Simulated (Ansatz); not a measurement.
The system is SiO2.

```
Si O
1.0
    -4.47204    4.47204    2.61177
     4.47204   -4.47204    2.61177
     4.47204    4.47204   -2.61177
Si O
4 8
Direct
  0.82311 0.82311 0.64622
  0.17689 0.82311 0.00000
  0.82311 0.17689 0.00000
  0.17689 0.17689 0.35378
  0.00000 0.79145 0.79145
  0.20855 0.00000 0.20855
  0.79145 0.00000 0.79145
  0.00000 0.20855 0.20855
  0.00000 0.00000 0.50000
  0.50000 0.00000 0.00000
  0.00000 0.50000 0.00000
  0.50000 0.50000 0.50000
```

The cell comes from a database or a generator and needn't be the stable form of this composition.

* Program: Ansatz 0.2.0
* Task: relaxation of cell and atoms
* Functional: PBE
* Dispersion: D4
* Potentials or basis: Ansatz PAW
* Cutoff: 420 eV (not typed: the program's choice for these potentials)
* k mesh: 6 × 6 × 6
* Occupations: fermi-dirac, width 0.05 eV
* Spin: no spin polarisation

At the start: volume 17.41 Å³/atom.

Problem. Where does the relaxation end?

Solution. It ends after 9 steps and the volume is 17.79 Å³/atom (+2.2 %); space group I4/mmm (No. 139, to 0.05 Å).

The path:
```csv
step,energy change (eV),largest force (eV/Å),volume (Å³)
1,0.0000,0.2059,208.93
2,-0.0294,0.1373,211.14
3,-0.0364,0.0534,213.45
4,-0.0366,0.1053,213.40
5,-0.0371,0.0155,213.39
6,-0.0374,0.0005,213.32
7,-0.0510,0.0006,213.32
8,-0.0506,0.0005,213.50
9,-0.0511,0.0006,213.50
```

Final structure:
```cif
data_structure
_symmetry_space_group_name_H-M 'P 1'
_symmetry_Int_Tables_number 1
_cell_length_a 6.8886
_cell_length_b 6.8886
_cell_length_c 6.8886
_cell_angle_alpha 98.415
_cell_angle_beta 98.415
_cell_angle_gamma 135.016
_cell_volume 213.50
loop_
_atom_site_label
_atom_site_type_symbol
_atom_site_fract_x
_atom_site_fract_y
_atom_site_fract_z
_atom_site_occupancy
Si1 Si 0.82296 0.82296 0.64592 1
Si2 Si 0.17704 0.82296 0.00000 1
Si3 Si 0.82296 0.17704 0.00000 1
Si4 Si 0.17704 0.17704 0.35408 1
O1 O 0.00000 0.79043 0.79043 1
O2 O 0.20957 0.00000 0.20957 1
O3 O 0.79043 0.00000 0.79043 1
O4 O 0.00000 0.20957 0.20957 1
O5 O 0.00000 0.00000 0.50000 1
O6 O 0.50000 0.00000 0.00000 1
O7 O 0.00000 0.50000 0.00000 1
O8 O 0.50000 0.50000 0.50000 1
```

Caveat: the plane-wave basis is chosen anew once the cell has moved, so the energies of steps on either side of that aren't comparable; the pressure holds a Pulay correction of +0.4 GPa for the finite cutoff.
